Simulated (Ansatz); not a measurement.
**HfO2: enthalpy under pressure, worked through**

Level of theory: DFT PBE, scalar-relativistic, plane waves, PAW (Ansatz). Run with 420 eV cutoff, 6×6×4 k-mesh, Gaussian smearing of 0.02 eV, no spin polarisation.

The relaxed crystal:

```
Hf O
1.0
     3.60430    0.00000    0.00000
     0.00000    3.60430    0.00000
     0.00000    0.00000    5.26397
Hf O
2 4
Direct
  0.50000 0.50000 0.50000
  0.00000 0.00000 0.00000
  0.00000 0.50000 0.69325
  0.50000 0.00000 0.80675
  0.50000 0.00000 0.30675
  0.00000 0.50000 0.19325
```

Cell and atoms were relaxed at each target pressure within the start's symmetry (P4_2/nmc), at zero temperature; other phases can be more stable under pressure. H = E + PV with P the target; E is the free energy at the smearing used, whose derivative the pressure is, per atom and counted from zero pressure. The mesh named is that at zero pressure; some other pressures ran on another.

Spin-orbit coupling is left out, which matters for the bands and energies of heavy elements.

| P (GPa) | V (Å³/atom) | E − E0 (meV) | H − H0 (meV) |
| --- | --- | --- | --- |
| 0 | 11.397 | 0.0 | 0.0 |
| 2 | 11.269 | 0.8 | 141.5 |
| 5 | 11.091 | 4.7 | 350.8 |
| 10 | 10.832 | 16.7 | 692.8 |
| 20 | 10.407 | 56.0 | 1355.1 |
| 40 | 9.773 | 172.4 | 2612.4 |

**Question.** Thermodynamics gives dH/dP = V along a relaxed path. Integrate V over P by the trapezoid rule and compare with the computed enthalpies.

**Answer.** With 1 eV/Å³ = 160.22 GPa, each step adds the mean volume times ΔP / 160.22:
```tsv
P (GPa)	∫V dP (meV)	H − H0 (meV)	difference (meV)
2	141.5	141.5	0.0
5	350.8	350.8	0.0
10	692.9	692.8	0.1
20	1355.7	1355.1	0.6
40	2615.3	2612.4	2.9
```

V(P) curves upward, so the trapezoid rule runs high; integrating a smooth curve through the same points puts that excess at about 2.8 meV at 40 GPa, against the 2.9 meV found.

**Question.** At 40 GPa, how much of the enthalpy change is stored energy and how much is the PV term?

**Answer.** E rises by 172 meV/atom and PV is 40 × 9.773 / 160.22 = 2440 meV/atom, so PV makes 93 % of ΔH. So between rival structures at high pressure a small difference in volume can outweigh the difference in energy: 1 % of this volume is worth 24.4 meV/atom at this pressure.

**Question.** What bulk modulus do the lowest pressures give, and how is the compression shared among the axes?

**Answer.** From the pressures that the runs reached, -2.06 GPa (11.544 Å³) and 2.00 GPa (11.269 Å³), B = −ΔP/Δln V = 4.06 / 0.0242 = 168 GPa, a mean over that range. The linear compressibilities −Δln(length)/ΔP are 1.41 along a, 1.41 along b, 3.12 along c (in TPa⁻¹). With fixed angles they add up to 1/B: 5.94 against 5.94. Softest: c, at 53 % of the volume change per axis.

**Question.** The gap is 4.672 eV at -2.06 GPa and 4.670 eV at 2.00 GPa. What pressure coefficient and volume deformation potential follow?

**Answer.** dE_g/dP = -0.5 meV/GPa, and a_V = dE_g/d ln V = −B dE_g/dP = 0.08 eV. A gap that closes or barely moves under pressure is usual where the conduction edge lies away from the zone centre, has d character, or where the bands broaden faster than they shift. If the edges move to other points of the zone within the range, this is a mean of two slopes. Gaps are Kohn–Sham gaps over the whole zone.

This fluorite-type form isn't the usual stable structure of the compound.